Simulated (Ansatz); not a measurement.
The system is CaO.

```
Ca O
1.0
     0.00000    2.40356    2.40356
     2.40356    0.00000    2.40356
     2.40356    2.40356    0.00000
Ca O
1 1
Cartesian
  0.0000 0.0000 0.0000
  2.4036 2.4036 2.4036
```

The cell is a database's computed one.

Program: Ansatz 0.2.0. Alike in all runs: task single point; no spin polarisation; cell as given.

Order these runs on this cell by their band gap on the k mesh, lowest first.
A. level wPBEh; potentials or basis Ansatz PAW; k mesh 5 × 5 × 5; cutoff (eV) 420; smearing fixed; mesh quality coarse
B. level BHLYP; potentials or basis Ansatz PAW earlier set; k mesh 6 × 6 × 6; cutoff (eV) 700; smearing fermi-dirac 0.1 eV; other keys basis.ecutwfc = 700 eV; scf.eigensolver.kind = davidson; …; mesh quality not flagged
C. level PBE; potentials or basis Ansatz PAW; k mesh 10 × 10 × 10; cutoff (eV) 420; smearing fermi-dirac 0.05 eV; mesh quality not flagged

C (3.66 eV), A (5.47 eV), B (8.68 eV).

Caveats: some runs use coarse meshes; odd divisions of the mesh miss points on the zone boundary, where band edges often lie, so the gap on the mesh can be too wide (some runs); the cutoff lies under the one recommended for these potentials (some runs).

A k mesh can miss the band edges, odd and even meshes differently.
